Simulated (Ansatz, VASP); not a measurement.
**NaCl in VASP and in Ansatz**

```
Na Cl
1.0
     0.00000    2.84779    2.84779
     2.84779    0.00000    2.84779
     2.84779    2.84779    0.00000
Na Cl
1 1
Direct
  0.00000 0.00000 0.00000
  0.50000 0.50000 0.50000
```

Alike in both runs: functional PBE; k mesh 8 × 8 × 8; occupations gaussian, width 0.02 eV; no spin polarisation.

Ansatz relaxed the structure, and its values are those at the end. VASP's run is a single point on that final structure, the one shown.

```csv
,VASP,Ansatz
version,VASP 6.6.1,Ansatz 0.2.0
potentials or method,"VASP PAW PBE potentials, release 64 (Na_pv, Cl)","scalar-relativistic, plane waves, PAW"
plane-wave cutoff (eV),520,420
valence electrons in the cell,14,16
```

```csv
,VASP,Ansatz,Ansatz less VASP
gap on the k mesh at the Fermi level (eV),5.00,5.00,0.000
least direct gap on the mesh (eV),5.00,5.00,0.000
pressure (GPa),0.0,0.0,+0.03
```

The two sets of potentials don't hold the same shells in valence.

PBE gaps usually lie below the measured ones, often by a third to a half. A k mesh can miss the band edges.
